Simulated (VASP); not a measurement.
# GaSb (F-43m) in VASP: notebook, part 2 of 2

VASP 6.6.1. The steps go on from the part before.

## (4) Single point, PBE, spin-orbit coupling, no magnetisation

INCAR

```
SYSTEM = GaSb
  ALGO = Normal
  EDIFF = 1E-5
  ENCUT = 350
  GGA = PE
  GGA_COMPAT = .FALSE.
  ISIF = 2
  ISMEAR = 0
  LASPH = .TRUE.
  LCHARG = .FALSE.
  LNONCOLLINEAR = .TRUE.
  LORBIT = 11
  LREAL = .FALSE.
  LSORBIT = .TRUE.
  LWAVE = .FALSE.
  MAGMOM = 0 0 0 0 0 0
  NBANDS = 34
  NELM = 100
  PREC = Accurate
  SIGMA = 0.02
```

KPOINTS

```
k-points
0
G
  7 7 7
  0 0 0
```

POSCAR

```
GaSb
1.0
    0.0000000000      3.0590000000      3.0590000000
    3.0590000000      0.0000000000      3.0590000000
    3.0590000000      3.0590000000      0.0000000000
Sb Ga
1 1
Direct
    0.7500000000      0.7500000000      0.7500000000
    0.0000000000      0.0000000000      0.0000000000
```

Potentials or basis: VASP PAW PBE potentials, release 64 (Sb, Ga_d).

Run with:

```bash
cat potpaw_PBE.64/Sb/POTCAR potpaw_PBE.64/Ga_d/POTCAR > POTCAR
mpirun -np 1 vasp_ncl > vasp.out
```

OUTCAR:

```text
SYSTEM = GaSb
   EDIFF = 1E-5
   ENCUT = 350
   GGA = PE
   ISIF = 2
   ISMEAR = 0
   LASPH = .TRUE.
   LNONCOLLINEAR = .TRUE.
   LORBIT = 11
   LREAL = .FALSE.
   LSORBIT = .TRUE.
   NELM = 100
   PREC = Accurate

 Found     30 irreducible k-points:

 Following reciprocal coordinates:
            Coordinates               Weight
  0.000000  0.000000  0.000000      1.000000
  0.142857  0.000000  0.000000      4.000000
 -0.142857  0.000000  0.000000      4.000000
  0.285714  0.000000  0.000000      4.000000
 -0.285714  0.000000  0.000000      4.000000
  0.428571  0.000000  0.000000      4.000000
   k-points           NKPTS =     30   k-points in BZ     NKDIM =     30   number of bands    NBANDS=     34
   number of dos      NEDOS =    301   number of ions     NIONS =      2
   total plane-waves  NPLWV =  21952
   dimension x,y,z NGX =    28 NGY =   28 NGZ =   28
   dimension x,y,z NGXF=    56 NGYF=   56 NGZF=   56
   ions per type =               1   1
   NGX,Y,Z   is equivalent  to a cutoff of  10.76, 10.76, 10.76 a.u.
   NGXF,Y,Z  is equivalent  to a cutoff of  21.52, 21.52, 21.52 a.u.
 SYSTEM =  GaSb
   PREC   = accura    normal or accurate (medium, high low for compatibility)
   ISTART =      0    job   : 0-new  1-cont  2-samecut
   ICHARG =      2    charge: 1-file 2-atom 10-const
   ISPIN  =      1    spin polarized calculation?
   LNONCOLLINEAR =      T non collinear calculations
   LSORBIT =      T    spin-orbit coupling
   LASPH  =      T    aspherical Exc in radial PAW
   ENCUT  =  350.0 eV  25.72 Ry    5.07 a.u.   6.60  6.60  6.60*2*pi/ulx,y,z
   NELM   =    100;   NELMIN=  2; NELMDL= -5     # of ELM steps
   EDIFF  = 0.1E-04   stopping-criterion for ELM
   LREAL  =      F    real-space projection
   EDIFFG = 0.1E-03   stopping-criterion for IOM
   NSW    =      0    number of steps for IOM
   IBRION =     -1    ionic relax: 0-MD 1-quasi-New 2-CG
   NFREE  =      0    steps in history (QN), initial steepest desc. (CG)
   ISIF   =      2    stress and relaxation
   ISYM   =      2    0-nonsym 1-usesym 2-fastsym
   POTIM  = 0.5000    time-step for ionic-motion
   TEBEG  =    0.0;   TEEND  =   0.0 temperature during run
   PSTRESS=    0.0 pullay stress
   NELECT =      18.0000    total number of electrons
   NUPDOWN=      -1.0000    fix difference up-down
   EMIN   =  10.00;   EMAX   =-10.00  energy-range for DOS
   EFERMI =   0.00;   METHOD = LEGACY
[... 270 lines left out ...]
    total drift:                               -0.000002     -0.000002     -0.000002

  FREE ENERGIE OF THE ION-ELECTRON SYSTEM (eV)
  ---------------------------------------------------
  free  energy   TOTEN  =        -7.4058207722 eV

  energy  without entropy=       -7.4057549775  energy(sigma->0) =       -7.40578787

 Spin-Orbit-Coupling matrix elements

 Ion:    1  E_soc:     -0.1245394
 l=   1
     0.0000000    -0.0206092    -0.0206092
    -0.0206092     0.0000000    -0.0206092
    -0.0206092    -0.0206092     0.0000000
 l=   2
     0.0000000    -0.0000582     0.0000000    -0.0000582    -0.0000892
    -0.0000582     0.0000000    -0.0000669    -0.0000582    -0.0000223
     0.0000000    -0.0000669     0.0000000    -0.0000669     0.0000000
    -0.0000582    -0.0000582    -0.0000669     0.0000000    -0.0000223
    -0.0000892    -0.0000223     0.0000000    -0.0000223     0.0000000
 l=   3
     0.0000000     0.0000000     0.0000000     0.0000000     0.0000000     0.0000000     0.0000000
     0.0000000     0.0000000     0.0000000     0.0000000     0.0000000     0.0000000     0.0000000
     0.0000000     0.0000000     0.0000000     0.0000000     0.0000000     0.0000000     0.0000000
     0.0000000     0.0000000     0.0000000     0.0000000     0.0000000     0.0000000     0.0000000
     0.0000000     0.0000000     0.0000000     0.0000000     0.0000000     0.0000000     0.0000000
     0.0000000     0.0000000     0.0000000     0.0000000     0.0000000     0.0000000     0.0000000
     0.0000000     0.0000000     0.0000000     0.0000000     0.0000000     0.0000000     0.0000000

 Ion:    2  E_soc:     -0.0124566
 l=   1
     0.0000000    -0.0012647    -0.0012647
    -0.0012647     0.0000000    -0.0012647
    -0.0012647    -0.0012647     0.0000000
 l=   2
     0.0000000    -0.0001515     0.0000000    -0.0001515    -0.0006599
    -0.0001515     0.0000000    -0.0004949    -0.0001515    -0.0001650
     0.0000000    -0.0004949     0.0000000    -0.0004949     0.0000000
    -0.0001515    -0.0001515    -0.0004949     0.0000000    -0.0001650
    -0.0006599    -0.0001650     0.0000000    -0.0001650     0.0000000
 l=   3
     0.0000000     0.0000000     0.0000000     0.0000000     0.0000000     0.0000000     0.0000000
     0.0000000     0.0000000     0.0000000     0.0000000     0.0000000     0.0000000     0.0000000
     0.0000000     0.0000000     0.0000000     0.0000000     0.0000000     0.0000000     0.0000000
     0.0000000     0.0000000     0.0000000     0.0000000     0.0000000     0.0000000     0.0000000
     0.0000000     0.0000000     0.0000000     0.0000000     0.0000000     0.0000000     0.0000000
     0.0000000     0.0000000     0.0000000     0.0000000     0.0000000     0.0000000     0.0000000
     0.0000000     0.0000000     0.0000000     0.0000000     0.0000000     0.0000000     0.0000000

 total charge

# of ion       s       p       d       tot
------------------------------------------
    1        1.128   1.345   0.028   2.501
    2        0.909   0.766   9.961  11.636
--------------------------------------------------
tot          2.037   2.112   9.989  14.138

 magnetization (x)

# of ion       s       p       d       tot
------------------------------------------
    1       -0.000   0.000   0.000  -0.000
    2        0.000   0.000   0.000   0.000
--------------------------------------------------
tot          0.000   0.000   0.000   0.000

 magnetization (y)

# of ion       s       p       d       tot
------------------------------------------
    1       -0.000   0.000   0.000  -0.000
    2        0.000   0.000   0.000   0.000
--------------------------------------------------
tot         -0.000   0.000   0.000   0.000

 magnetization (z)

# of ion       s       p       d       tot
------------------------------------------
    1       -0.000   0.000   0.000   0.000
    2        0.000   0.000  -0.000   0.000
--------------------------------------------------
tot          0.000   0.000   0.000   0.000
```

stdout:

```text
POSCAR found type information on POSCAR SbGa
 POSCAR found :  2 types and       2 ions
 scaLAPACK will be used
 LDA part: xc-table for (Slater+PW92), standard interpolation
 POSCAR, INCAR and KPOINTS ok, starting setup
 FFT: planning ... GRIDC
 FFT: planning ... GRID_SOFT
 FFT: planning ... GRID
 WAVECAR not read
 entering main loop
```

It took 37 s on 1 thread of Intel Xeon 6975P-C (Granite Rapids), shared host; peak memory 0.27 GiB.

These settings aren't checked as converged: the numbers below hold their error.

What came out:

```
Free energy                                           : -7.4058 eV
Pressure                                              : 2.4 GPa
Valence electrons inside the program's atomic spheres : Sb 2.50; Ga 11.64
```

Caveat: the cutoff is under 1.25 times the usual one of these potentials, so pressure, stress and relaxed cells hold a basis-set (Pulay) error.

## (5) Single point, PBE, spin-orbit coupling, no magnetisation

Edit INCAR of step 4 so:

```diff
@@ -2,3 +2,3 @@
   ALGO = Normal
-  EDIFF = 1E-5
+  EDIFF = 1E-7
   ENCUT = 350
@@ -12,3 +12,3 @@
   LORBIT = 11
-  LREAL = .FALSE.
+  LREAL = Auto
   LSORBIT = .TRUE.
```

KPOINTS is that of step 4.

POSCAR is that of step 4.

Run with:

```bash
cat potpaw_PBE.64/Sb/POTCAR potpaw_PBE.64/Ga_d/POTCAR > POTCAR
mpirun -np 1 vasp_ncl > vasp.out
```

It took 65 s on 1 thread of Intel Xeon 6975P-C (Granite Rapids), shared host; peak memory 0.25 GiB.

These settings aren't checked as converged: the numbers below hold their error.

What came out:

- Free energy: -7.4068 eV
- Pressure: 2.4 GPa
- Valence electrons inside the program's atomic spheres: Sb 2.50; Ga 11.64

Caveat: the cutoff is under 1.25 times the usual one of these potentials, so pressure, stress and relaxed cells hold a basis-set (Pulay) error.

## (6) Single point, PBE, spin-orbit coupling, no magnetisation

Edit INCAR of step 5 so:

```diff
@@ -12,3 +12,3 @@
   LORBIT = 11
-  LREAL = Auto
+  LREAL = .FALSE.
   LSORBIT = .TRUE.
@@ -19,2 +19,2 @@
   PREC = Accurate
-  SIGMA = 0.02
+  SIGMA = 0.2
```

KPOINTS is that of step 5.

POSCAR is that of step 5.

Potentials or basis: VASP PAW PBE potentials, release 64 (Sb, Ga_d).

Run with:

```bash
cat potpaw_PBE.64/Sb/POTCAR potpaw_PBE.64/Ga_d/POTCAR > POTCAR
mpirun -np 1 vasp_ncl > vasp.out
```

Run time: 37 s. Hardware: 1 thread of Intel Xeon 6975P-C (Granite Rapids), shared host; peak memory 0.26 GiB.

The run converged, but some of its settings lie outside the range that counts as converged, so its numbers aren't taken as properties of the crystal.

Results:

| Item | Value |
| --- | --- |
| Free energy | -7.4066 eV |
| Pressure | 2.4 GPa |
| Valence electrons inside the program's atomic spheres | Sb 2.50; Ga 11.64 |

Caveat: the cutoff is under 1.25 times the usual one of these potentials, so pressure, stress and relaxed cells hold a basis-set (Pulay) error.
